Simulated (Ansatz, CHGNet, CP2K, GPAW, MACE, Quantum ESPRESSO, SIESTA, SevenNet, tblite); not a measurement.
# Hcp Mg, size series (64 atoms) in CP2K

Aim: run hcp Mg, size series (64 atoms) in CP2K and see how near its forces come to a plane-wave reference, and at what cost.

Method: the method is named at each step, in CP2K 2026.2.

## 1. Set-up

The cell holds 64 atoms: 64 Mg. Cell: a = 12.836 Å, b = 12.836 Å, c = 10.422 Å, α = 90.0°, β = 90.0°, γ = 120.0°. It derives from Mg (hcp), repeated 4×4×2. Hcp Mg (a = 3.209 Å, c = 5.211 Å), 4 x 4 x 2 conventional cells; every coordinate displaced by a Gaussian of 0.03 Å. Then every atom was moved at random, 0.05 Å r.m.s. a Cartesian component.

The yardstick, on the same geometry:

* method: Kohn-Sham DFT, PBE, PAW, plane waves (Ansatz 0.2.0); cutoff 420 eV, Γ point, fermi-dirac smearing of 0.05 eV; PAW set soft_2
* r.m.s. force component: 0.1698 eV/Å
* longest force: 0.5453 eV/Å
* pressure: -0.388 GPa
* SCF cycles: 8
* time: 18 s on 4 threads of Arm Neoverse V1, shared host
* CPU time: 67 s

## 2. GFN1-xTB, diagonalisation

Method: GFN1-xTB tight binding (the program's own implementation), diagonalisation.

Input file input.inp:

```
&GLOBAL
  PROJECT cell
  RUN_TYPE ENERGY_FORCE
  PRINT_LEVEL LOW
&END GLOBAL
&FORCE_EVAL
  METHOD QS
  STRESS_TENSOR ANALYTICAL
  &DFT
    &QS
      METHOD XTB
      &XTB
        GFN_TYPE 1
        DO_EWALD T
        CHECK_ATOMIC_CHARGES F
      &END XTB
    &END QS
    &SCF
      SCF_GUESS ATOMIC
      EPS_SCF 1.0E-06
      MAX_SCF 200
      ADDED_MOS 48
      &DIAGONALIZATION
        ALGORITHM STANDARD
      &END DIAGONALIZATION
      &SMEAR ON
        METHOD FERMI_DIRAC
        ELECTRONIC_TEMPERATURE [K] 580
      &END SMEAR
      &MIXING
        METHOD BROYDEN_MIXING
        ALPHA 0.15
        NBROYDEN 8
      &END MIXING
      &PRINT
        &RESTART OFF
        &END RESTART
      &END PRINT
    &END SCF
    &PRINT
      &MULLIKEN ON
      &END MULLIKEN
    &END PRINT
  &END DFT
  &SUBSYS
    &CELL
      A 12.83600 0.00000 0.00000
      B -6.41800 11.11630 0.00000
      C 0.00000 0.00000 10.42200
    &END CELL
    &COORD
      Mg 6.37205 11.11052 10.41856
      Mg -0.06116 1.82185 2.45261
      Mg 6.36916 11.11019 5.21902
      Mg -0.00180 1.91556 7.81056
      Mg -1.62921 2.84566 0.02908
      Mg -1.58101 4.62194 2.63708
      Mg -1.54199 2.73417 5.17484
      Mg -1.66034 4.64128 7.74125
      Mg -3.26509 5.65709 10.34154
      Mg -3.23936 7.31219 2.60289
      Mg 9.59728 5.49534 5.16368
      Mg -3.13879 7.39234 7.85266
      Mg 8.01191 8.32044 10.34613
      Mg -4.76286 10.19331 2.50951
      Mg -4.80599 8.34756 5.10782
      Mg -4.84238 10.24367 7.96741
      Mg 3.29596 0.00656 10.40293
      Mg 3.22415 1.85375 2.54401
      Mg -3.13577 11.08617 5.22538
      Mg 3.22729 1.78072 7.84579
      Mg 1.61034 2.81320 10.37437
      Mg 1.63646 4.48298 2.67616
      Mg 1.53358 2.79275 5.21579
      Mg 1.63659 4.52878 7.82828
      Mg -0.08883 5.62618 0.00115
      Mg -0.00937 7.43191 2.63708
      Mg 0.04891 5.48789 5.28448
      Mg 0.04088 7.39001 7.81567
      Mg -1.69974 8.30321 0.01073
      Mg -1.60071 10.18664 2.64854
      Mg -1.66541 8.34779 5.13190
      Mg -1.45753 10.19898 7.83067
      Mg 0.02824 11.09029 0.03794
      Mg 6.38097 1.90878 2.58872
      Mg 6.31448 0.00145 5.19068
      Mg 6.45137 1.88377 7.89175
      Mg 4.72057 2.72594 10.38886
      Mg 4.80323 4.52767 2.48763
      Mg 4.83198 2.75417 5.24174
      Mg 4.84636 4.60682 7.71374
      Mg 3.29308 5.58105 0.02460
      Mg 3.28794 7.47616 2.55933
      Mg 3.21189 5.51068 5.22101
      Mg 3.16285 7.37022 7.82244
      Mg 1.57382 8.21806 0.09119
      Mg 1.71919 10.24111 2.54568
      Mg 1.63986 8.21061 5.12950
      Mg 1.59994 10.18798 7.76210
      Mg 3.24167 11.10107 0.11641
      Mg 9.62418 1.80818 2.60685
      Mg 9.55191 0.08115 5.23591
      Mg 9.67449 1.80929 7.91270
      Mg 8.05985 2.76462 0.06847
      Mg 8.03713 4.59370 2.57090
      Mg 8.10285 2.83377 5.26384
      Mg 7.89748 4.57280 7.74855
[... 4 atom lines left out ...]
      Mg 4.80952 8.23273 0.00542
      Mg 4.74720 10.18487 2.57872
      Mg 4.77101 8.26853 5.19182
      Mg 4.92896 10.15930 7.81254
    &END COORD
  &END SUBSYS
  &PRINT
    &FORCES ON
    &END FORCES
    &STRESS_TENSOR ON
    &END STRESS_TENSOR
  &END PRINT
&END FORCE_EVAL
```

On the command line:

```console
$ OMP_NUM_THREADS=1 cp2k.psmp -i input.inp > output.txt
```

Numbers of over 12 decimals in the logs are rounded to 6 here.

Log:

```text
CP2K| version string:                                       CP2K version 2026.2
 CP2K| Input file name                                                 input.inp
 GLOBAL| Basis set file name                                           BASIS_SET
 GLOBAL| Potential file name                                           POTENTIAL
 GLOBAL| Run type                                                   ENERGY_FORCE
 GLOBAL| Total number of message passing processes                             1
 GLOBAL| Number of threads for this process                                    1
                  #####   #####        #          ####### ######
                 #     # #     #      #              #    #     #
                 #     # #           #    ##   ##    #    #     #
                 #     #  #####     #      ## ##     #    ######
                 #   # #       #   #        ###      #    #     #
                 #    #  #     #  #        ## ##     #    #     #
                  #### #  #####  #        ##   ##    #    ######
                                   GFN1-xTB
                                 Version 1.1
                            J. Hutter and A. Hehn
 EWALD| Summation is done by:                                               SPME
 EWALD| Alpha parameter [       ANGSTROM^-1]                              0.3500
 EWALD| Real Space Cutoff [          ANGSTROM]                            9.6398
 EWALD| G-space max. Miller index                         45        45        25
 EWALD| Spline interpolation order                                             6
 TOTAL NUMBERS AND MAXIMUM NUMBERS
  Total number of            - Atomic kinds:                                   1
                             - Atoms:                                         64
                             - Shell sets:                                   128
                             - Shells:                                       128
                             - Primitive Cartesian functions:                768
                             - Cartesian basis functions:                    256
                             - Spherical basis functions:                    256
  Maximum angular momentum of the orbital basis functions:                     1
 SCF PARAMETERS         Density guess:                                    ATOMIC
                        max_scf:                                             200
                        eps_scf:                                        1.00E-06
                        added MOs                                        48    0
                        Mixing method:                            BROYDEN_MIXING
                                                charge density mixing in g-space
                        Smear method:                                FERMI_DIRAC
                        Electronic temperature [K]:                        580.0
                        Electronic temperature [a.u.]:                  1.84E-03
                        Accuracy threshold:                             1.00E-10
 Extrapolation method: initial_guess
 Number of electrons:                                                        128
 Number of occupied orbitals:                                                 65
 Number of molecular orbitals:                                               112
 Number of orbital functions:                                                256
 Number of independent orbital functions:                                    256
 SCF WAVEFUNCTION OPTIMIZATION
  Step     Update method      Time    Convergence         Total energy    Change
     1 NoMix/Diag. 0.15E+00    0.0     0.03925731       -46.9977183488 -4.70E+01
     2 Mixing/Diag.0.15E+00    0.0     0.06164984       -46.9975070634  2.11E-04
     3 Broy./Diag. 0.15E+00    0.0     0.07786476       -46.9977987802 -2.92E-04
     4 Broy./Diag. 0.15E+00    0.0     0.02770899       -46.9927250359  5.07E-03
     5 Broy./Diag. 0.15E+00    0.0     0.06765414       -46.9894583008  3.27E-03
     6 Broy./Diag. 0.15E+00    0.0     0.00296146       -46.9988504448 -9.39E-03
     7 Broy./Diag. 0.15E+00    0.0     0.01165327       -46.9988923100 -4.19E-05
     8 Broy./Diag. 0.15E+00    0.0     0.00050176       -46.9992571792 -3.65E-04
[...]
26 Broy./Diag. 0.15E+00    0.0     0.00000271       -46.9992744569  1.69E-07
    27 Broy./Diag. 0.15E+00    0.0     0.00000551       -46.9992744279  2.89E-08
    28 Broy./Diag. 0.15E+00    0.0     0.00000096       -46.9992744357 -7.75E-09
  *** SCF run converged in    28 steps ***
  Core Hamiltonian energy:                                    -46.618492
  Repulsive potential energy:                                   0.043468
  Electronic energy:                                            0.000249243
  DFTB3 3rd order energy:                                       3.6028e-08
  Dispersion energy:                                           -0.423328
  Correction for halogen bonding:                               0.000000
  Electronic entropic energy:                                  -0.00117183
  Fermi energy:                                                -0.202239
  Total energy:                                               -46.999274
  Total energy (extrapolated to T->0):                        -46.998689
 MULLIKEN POPULATION ANALYSIS
  # Atom   Element   Kind        Atomic population                    Net charge
       1     Mg         1                 2.003996                     -0.003996
       2     Mg         1                 1.995312                      0.004688
       3     Mg         1                 2.005073                     -0.005073
       4     Mg         1                 1.991717                      0.008283
       5     Mg         1                 2.002487                     -0.002487
       6     Mg         1                 2.002244                     -0.002244
[...]
62     Mg         1                 1.998160                      0.001840
      63     Mg         1                 2.001782                     -0.001782
      64     Mg         1                 2.002990                     -0.002990
 # Total charge                         128.000000                      0.000000
 ENERGY| Total FORCE_EVAL ( QS ) energy [hartree]            -46.999274
 FORCES| Atomic forces [hartree/bohr]
 FORCES|   Atom     x               y               z               |f|
 FORCES|      1  6.69819020E-04 -5.45565109E-04 -6.81354991E-04   1.10024699E-03
 FORCES|      2  3.07744007E-03 -6.02810898E-04 -3.31052259E-03   4.55999761E-03
 FORCES|      3  3.70980390E-03 -9.14422651E-04 -1.38887874E-03   4.06543945E-03
 FORCES|      4 -1.10301165E-03 -5.92113382E-04 -6.56685328E-03   6.68511742E-03
 FORCES|      5  1.11880784E-03  1.18539336E-03 -5.71839625E-03   5.94617054E-03
 FORCES|      6  2.08504335E-03  7.67001726E-05 -1.00505741E-03   2.31590783E-03
[...]
FORCES|     62  5.69604742E-03 -6.62289603E-04  4.18319826E-03   7.09807941E-03
 FORCES|     63  5.37342068E-04  5.94945701E-03 -1.37481713E-04   5.97525535E-03
 FORCES|     64 -5.76465683E-03 -1.34743551E-03  1.46658348E-03   6.09899319E-03
 FORCES| Sum     4.73579509E-16 -5.64869332E-16 -8.00141203E-17
 FORCES| Total atomic force                                       7.41456117E-16
 STRESS| Analytical stress tensor [bar]
 STRESS|                        x                   y                   z
 STRESS|      x        1.96821812760E+05   1.09238755826E+03   2.07337352035E+02
 STRESS|      y        1.09238755826E+03   1.96446193751E+05  -7.36570532571E+01
 STRESS|      z        2.07337352035E+02  -7.36570532571E+01   2.54315367921E+05
 STRESS| 1/3 Trace                                             2.15861124811E+05
```

It took 3.5 s on 1 thread of Arm Neoverse V1, shared host; peak memory 0.24 GiB.

Banners, paths, timers and routine set-up lines are dropped from the logs unmarked, and long logs keep their key lines alone; longer cuts are marked.

Against the reference:

| Item | Value |
| --- | --- |
| r.m.s. force component | 0.1747 eV/Å |
| r.m.s. difference of force components | 135.1 meV/Å |
| longest difference of force vectors | 553.9 meV/Å |
| force difference over r.m.s. force | 79.57 % |
| slope of forces against the reference's | 0.7125 |
| correlation of force components | 0.6926 |
| pressure | 21.59 GPa |
| pressure difference | 21.97 GPa |

The surroundings of Mg59, which bears the longest force, nearest first, numbered as they follow in the input and with coordinates relative to it.

| atom | x | y | z | distance (Å) | bonds | Mulliken charge (e) | Fx | Fy | Fz (eV/Å) |
| --- | --- | --- | --- | --- | --- | --- | --- | --- | --- |
| Mg59 | 0.00 | 0.00 | 0.00 | 0.00 | 12 | 0.01 | -0.073 | -0.137 | -0.521 |
| Mg60 | -0.06 | 1.82 | 2.53 | 3.12 | 12 | 0.00 | 0.150 | 0.134 | -0.158 |
| Mg56 | 1.48 | -1.01 | 2.56 | 3.12 | 12 | 0.00 | 0.263 | 0.181 | -0.073 |
| Mg40 | -1.58 | -0.98 | 2.52 | 3.13 | 12 | 0.00 | -0.074 | 0.098 | -0.016 |
| Mg63 | -1.65 | 2.68 | 0.00 | 3.15 | 12 | 0.00 | 0.028 | 0.306 | -0.007 |
| Mg58 | 0.01 | 1.76 | -2.63 | 3.17 | 12 | 0.00 | 0.021 | -0.010 | -0.169 |
| Mg11 | 3.17 | -0.09 | -0.03 | 3.18 | 12 | 0.00 | 0.114 | 0.062 | -0.043 |
| Mg15 | 1.61 | 2.76 | -0.08 | 3.20 | 12 | 0.00 | -0.074 | 0.077 | 0.333 |
| Mg43 | -3.21 | -0.07 | 0.03 | 3.21 | 12 | 0.00 | 0.064 | -0.039 | 0.060 |
| Mg55 | 1.68 | -2.75 | 0.07 | 3.22 | 12 | 0.00 | -0.182 | -0.211 | 0.314 |
| Mg54 | 1.61 | -0.99 | -2.62 | 3.23 | 12 | 0.00 | 0.126 | -0.003 | -0.053 |
| Mg39 | -1.59 | -2.83 | 0.05 | 3.25 | 12 | 0.00 | -0.011 | 0.018 | -0.046 |
| Mg38 | -1.62 | -1.06 | -2.70 | 3.32 | 12 | 0.00 | -0.030 | 0.239 | 0.074 |

Forces lie 80 % from the reference's, at 0.050 times its CPU time (on 1 against 4 cores).

## 3. PBE, DZVP-UZH, 420/50 Ry, diagonalisation

Method: Kohn-Sham DFT, PBE, GTH-PBE pseudopotentials, Gaussian and plane waves, DZVP-MOLOPT (UZH set), diagonalisation.

Input file input.inp:

```
&GLOBAL
  PROJECT cell
  RUN_TYPE ENERGY_FORCE
  PRINT_LEVEL LOW
&END GLOBAL
&FORCE_EVAL
  METHOD QS
  STRESS_TENSOR ANALYTICAL
  &DFT
    BASIS_SET_FILE_NAME BASIS_MOLOPT_UZH
    POTENTIAL_FILE_NAME POTENTIAL_UZH
    &MGRID
      CUTOFF 420
      REL_CUTOFF 50
    &END MGRID
    &QS
      EPS_DEFAULT 1.0E-12
    &END QS
    &SCF
      SCF_GUESS ATOMIC
      EPS_SCF 5.0E-06
      MAX_SCF 200
      ADDED_MOS 48
      &DIAGONALIZATION
        ALGORITHM STANDARD
      &END DIAGONALIZATION
      &SMEAR ON
        METHOD FERMI_DIRAC
        ELECTRONIC_TEMPERATURE [K] 580
      &END SMEAR
      &MIXING
        METHOD BROYDEN_MIXING
        ALPHA 0.15
        NBROYDEN 12
      &END MIXING
      &PRINT
        &RESTART OFF
        &END RESTART
      &END PRINT
    &END SCF
    &XC
      &XC_FUNCTIONAL PBE
      &END XC_FUNCTIONAL
    &END XC
    &PRINT
      &MULLIKEN ON
      &END MULLIKEN
      &HIRSHFELD ON
        SHAPE_FUNCTION DENSITY
      &END HIRSHFELD
      &MO ON
        EIGENVALUES T
        OCCUPATION_NUMBERS T
        MO_INDEX_RANGE 309 332
        &EACH
          QS_SCF 0
        &END EACH
        ADD_LAST NUMERIC
      &END MO
    &END PRINT
  &END DFT
  &SUBSYS
    &CELL
      A 12.83600 0.00000 0.00000
      B -6.41800 11.11630 0.00000
      C 0.00000 0.00000 10.42200
    &END CELL
    &COORD
      SCALED
      Mg 0.99616 0.99948 0.99967
      Mg 0.07718 0.16389 0.23533
      Mg 0.99592 0.99945 0.50077
      Mg 0.08602 0.17232 0.74943
      Mg 0.00107 0.25599 0.00279
      Mg 0.08472 0.41578 0.25303
      Mg 0.00285 0.24596 0.49653
      Mg 0.07941 0.41752 0.74278
      Mg 0.00008 0.50890 0.99228
      Mg 0.07653 0.65779 0.24975
      Mg 0.99486 0.49435 0.49546
      Mg 0.08797 0.66500 0.75347
      Mg 0.99842 0.74849 0.99272
      Mg 0.08743 0.91697 0.24079
      Mg 0.00105 0.75093 0.49010
      Mg 0.08350 0.92150 0.76448
      Mg 0.25707 0.00059 0.99817
      Mg 0.33456 0.16676 0.24410
      Mg 0.25435 0.99729 0.50138
      Mg 0.33152 0.16019 0.75281
[... 40 atom lines left out ...]
      Mg 0.74499 0.74060 0.00052
      Mg 0.82794 0.91621 0.24743
      Mg 0.74360 0.74382 0.49816
      Mg 0.84095 0.91391 0.74962
    &END COORD
    &KIND Mg
      BASIS_SET DZVP-MOLOPT-PBE-GTH-q10
      POTENTIAL GTH-PBE-q10
    &END KIND
  &END SUBSYS
  &PRINT
    &FORCES ON
    &END FORCES
    &STRESS_TENSOR ON
    &END STRESS_TENSOR
  &END PRINT
&END FORCE_EVAL
```

On the command line:

```console
$ OMP_NUM_THREADS=2 cp2k.psmp -i input.inp > output.txt
```

Log:

```text
CP2K| version string:                                       CP2K version 2026.2
 CP2K| Input file name                                                 input.inp
 GLOBAL| Basis set file name                                    BASIS_MOLOPT_UZH
 GLOBAL| Potential file name                                       POTENTIAL_UZH
 GLOBAL| Run type                                                   ENERGY_FORCE
 GLOBAL| Total number of message passing processes                             1
 GLOBAL| Number of threads for this process                                    2
 TOTAL NUMBERS AND MAXIMUM NUMBERS
  Total number of            - Atomic kinds:                                   1
                             - Atoms:                                         64
[... lines left out ...]
                        Smear method:                                FERMI_DIRAC
[... lines left out ...]
 Number of electrons:                                                        640
[... lines left out ...]
  Step     Update method      Time    Convergence         Total energy    Change
[... lines left out ...]
  *** SCF run converged in    13 steps ***
[... lines left out ...]
  Fermi energy:                                                 0.176187
  Total energy:                                             -4052.977000
  Total energy (extrapolated to T->0):                      -4052.968978
[... lines left out ...]
 MO| E(Fermi):            0.176187 a.u.          4.794303 eV
[... lines left out ...]
 !-----------------------------------------------------------------------------!
 !-----------------------------------------------------------------------------!
                           Hirshfeld Charges
  #Atom  Element  Kind  Ref Charge     Population                    Net charge
      1       Mg     1      10.000          9.996                         0.004
      2       Mg     1      10.000         10.000                         0.000
      3       Mg     1      10.000          9.998                         0.002
[...]
63       Mg     1      10.000         10.006                        -0.006
     64       Mg     1      10.000         10.002                        -0.002
  Total Charge                                                           -0.000
 !-----------------------------------------------------------------------------!
 ENERGY| Total FORCE_EVAL ( QS ) energy [hartree]          -4052.977012
 FORCES| Atomic forces [hartree/bohr]
 FORCES|   Atom     x               y               z               |f|
 FORCES|      1  1.10292333E-02 -3.27108709E-03 -1.19590050E-02   1.65940290E-02
 FORCES|      2 -8.56226564E-03  2.52853906E-02 -3.97149223E-02   4.78533011E-02
 FORCES|      3  1.45586835E-02 -3.50168457E-03 -5.29751240E-02   5.50507114E-02
[...]
FORCES|     63 -1.41139185E-02  1.11700242E-03  4.18864181E-02   4.42145045E-02
 FORCES|     64 -5.73625405E-04 -2.51340968E-02  2.41175807E-02   3.48383347E-02
 FORCES| Sum    -1.83041685E-02  2.23637336E-02  2.60329647E-01
 FORCES| Total atomic force                                       2.61928815E-01
 STRESS| Analytical stress tensor [bar]
 STRESS|                        x                   y                   z
 STRESS|      x        1.97599108984E+04  -9.47895343745E+03   8.94701999781E+02
 STRESS|      y       -9.47895343745E+03   7.45496768138E+03   2.68736336758E+02
 STRESS|      z        8.94701999781E+02   2.68736336758E+02   1.54565604410E+04
 STRESS| 1/3 Trace                                             1.42238130069E+04
```

Elapsed: 2 min, on 2 threads; peak memory 2.8 GiB.

Against the reference:

| Item | Value |
| --- | --- |
| r.m.s. force component | 1.197 eV/Å |
| r.m.s. difference of force components | 1226 meV/Å |
| longest difference of force vectors | 5879 meV/Å |
| force difference over r.m.s. force | 722.1 % |
| slope of forces against the reference's | -0.7144 |
| correlation of force components | -0.1015 |
| pressure | 1.422 GPa |
| pressure difference | 1.81 GPa |

This is a coarse setting, run to see what it loses.

Against the first run (80 %), the force difference from the reference is 722 %, at 68 times the CPU time (on 2 against 1 cores) (13 SCF steps against 28).

The forces add up to 13 eV/Å instead of zero, usually a sign of too coarse a grid.

(Part 1 of 2 ends here.)

[Also dropped from logs without a mark: logging warnings of Python, and SIESTA's first energy breakdown and zero terms.]

[Logs are printed without paths, hosts, clocks, repeated set-up lines and the standing remarks that a program may print on its own settings, such as how far it seeks lower states.]

[Hosts, paths, dates, database ids (printed as entryN), source tags and the programs' standing remarks are cut or masked in the printed files.]
